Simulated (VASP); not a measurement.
Wanted: the native input for a VASP 6.6.1 run.

```yaml
Task: relaxation of cell and atoms
Functional: PBE
Dispersion: rVV10
Potentials_or_basis: VASP PAW PBE potentials, release 64 (Mo_sv, Se)
Cutoff: 600 eV
k_mesh: 9 × 9 × 2
Occupations: fermi-dirac, width 0.05 eV
Spin: no spin polarisation
Further_INCAR_settings: ALGO = Normal; EDIFF = 1e-07; IBRION = 2; EDIFFG = -0.01; NSW = 60; ISIF = 3
```

The structure of MoSe2 lies in POSCAR:

```
MoSe2
1.0
    3.2880000000      0.0000000000      0.0000000000
   -1.6440000000      2.8474915276      0.0000000000
    0.0000000000      0.0000000000     12.9000000000
Mo Se
2 4
Direct
    0.6666666667      0.3333333333      0.7500000000
    0.3333333333      0.6666666667      0.2500000000
    0.6666666667      0.3333333333      0.3750000000
    0.3333333333      0.6666666667      0.8750000000
    0.6666666667      0.3333333333      0.1250000000
    0.3333333333      0.6666666667      0.6250000000
```

The input as run:

INCAR

```
PREC = Accurate
ENCUT = 600
EDIFF = 1E-7
ISMEAR = -1
SIGMA = 0.05
LREAL = F
LASPH = T
NELM = 100
ALGO = Normal
ISIF = 3
LWAVE = F
LCHARG = F
GGA = PE
LUSE_VDW = T
IVDW_NL = 2
BPARAM = 10.0
CPARAM = 0.0093
IBRION = 2
NSW = 60
EDIFFG = -0.01
```

KPOINTS

```
Automatic mesh
0
Gamma
  9 9 2
```

Potentials or basis: VASP PAW PBE potentials, release 64 (Mo_sv, Se).

Run with:

```bash
$ cat potpaw_PBE.64/Mo_sv/POTCAR potpaw_PBE.64/Se/POTCAR > POTCAR
$ mpirun -np 1 vasp_std > vasp.out
```

Results of the run:

```json
{
  "Relaxed volume": "20.84 Å³/atom",
  "Relaxed cell": "a = 3.305 Å, b = 3.305 Å, c = 13.213 Å, α = 90.00°, β = 90.00°, γ = 120.00°",
  "Space group after relaxing (to 0.05 Å)": "P6_3/mmc (No. 194)",
  "Energy gained by relaxing": "29.1 meV/atom",
  "Ionic steps": "9",
  "Pressure after relaxing": "0.0 GPa",
  "Band gap on the k mesh": "0.99 eV, indirect (least direct gap 1.42 eV)"
}
```

Caveat: an odd mesh through Γ misses points on the zone boundary, where band edges often lie.

Wall time 15 min on 1 thread of AMD EPYC 9R45 (Zen 5) (shared host), peak memory 0.62 GiB.
